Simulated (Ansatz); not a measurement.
A vibration from a frozen displacement in MgS

These are results of DFT PBE, scalar-relativistic, plane waves, PAW in Ansatz 0.2.0, not measurements. Settings: plane waves to 420 eV, k-mesh 8×8×8 (Γ-centred), Gaussian smearing 0.05 eV. No spin polarisation. Energies are free energies at this smearing, counted from the undisturbed cell; pressure is positive in compression.

The starting cell (as given, not relaxed at this level; it stands at 1.2 GPa):

```
Mg S
1.0
     0.00000    2.60165    2.60165
     2.60165    0.00000    2.60165
     2.60165    2.60165    0.00000
Mg S
1 1
Direct
  0.00000 0.00000 0.00000
  0.50000 0.50000 0.50000
```

Every S atom is moved by x along the Cartesian unit vector (0.000, 0.000, -1.000); the cell and all other atoms stay fixed. The cell's volume is 35.22 Å³; the moved atoms weigh 32.060 u together and the others 24.305 u. Some rows repeat others by symmetry and weren't run.

| x (Å) | ΔE (meV/cell) | total force on the moved atoms along the move (eV/Å) | pressure (GPa) |
| --- | --- | --- | --- |
| -0.2000 | 62.76 | 0.6978 | 2.5411 |
| -0.1750 | 46.79 | 0.5816 | 2.2097 |
| -0.1500 | 33.58 | 0.4771 | 1.9267 |
| -0.1250 | 22.85 | 0.3826 | 1.6903 |
| -0.1000 | 14.38 | 0.2963 | 1.4990 |
| -0.0750 | 7.98 | 0.2166 | 1.3514 |
| -0.0500 | 3.51 | 0.1417 | 1.2467 |
| -0.0250 | 0.87 | 0.0700 | 1.1841 |
| 0.0000 | 0.00 | 0.0000 | 1.1633 |
| 0.0250 | 0.87 | -0.0700 | 1.1841 |
| 0.0500 | 3.51 | -0.1417 | 1.2467 |
| 0.0750 | 7.98 | -0.2166 | 1.3514 |
| 0.1000 | 14.38 | -0.2963 | 1.4990 |
| 0.1250 | 22.85 | -0.3826 | 1.6903 |
| 0.1500 | 33.58 | -0.4771 | 1.9267 |
| 0.1750 | 46.79 | -0.5816 | 2.2097 |
| 0.2000 | 62.76 | -0.6978 | 2.5411 |

Task: What frequency belongs to this motion?

Result: The force constant is k = −dF/dx = 2.800 eV/Å², from the parabola through x = -0.0250, 0 and 0.0250. In every cell the moved atoms swing against the rest, so the mass is μ = m₁m₂/(m₁ + m₂) = 13.825 u, and ν̃ = 521.5 cm⁻¹ × √(|k|/μ) = 235 cm⁻¹, at this cell's pressure of 1.2 GPa. To first order in x, and within 1 %, the force on every atom lies along the move and, within each of the two groups, in proportion to the atom's mass, so this is itself a mode at the zone centre of this cell, taken without macroscopic field (the transverse frequency in a polar insulator).

Task: How far does the harmonic law reach?

Result: At x = -0.200 Å, kx²/2 = 56.00 meV against the computed 62.76 meV (+12.1 %): the well stiffens in this direction at large amplitude.

Task: The pressure changes with x². What does that say about the frequency under compression?

Result: With E = k(V)x²/2, k ∝ V^(−2γ) and x scaling with the cell as V^(1/3), P − P0 = −∂E/∂V = (2γ − 2/3) ΔE/V. At x = 0.0500 Å, V(P − P0) = 35.22 × 0.08345 / 160.2 eV = 18.34 meV and ΔE = 3.51 meV, so γ = 1/3 + V(P − P0)/(2ΔE) = 2.94. This is the Grüneisen parameter of the motion under uniform scaling of the cell: shrinking the cell evenly by 1 % in volume raises the frequency by about 2.94 %.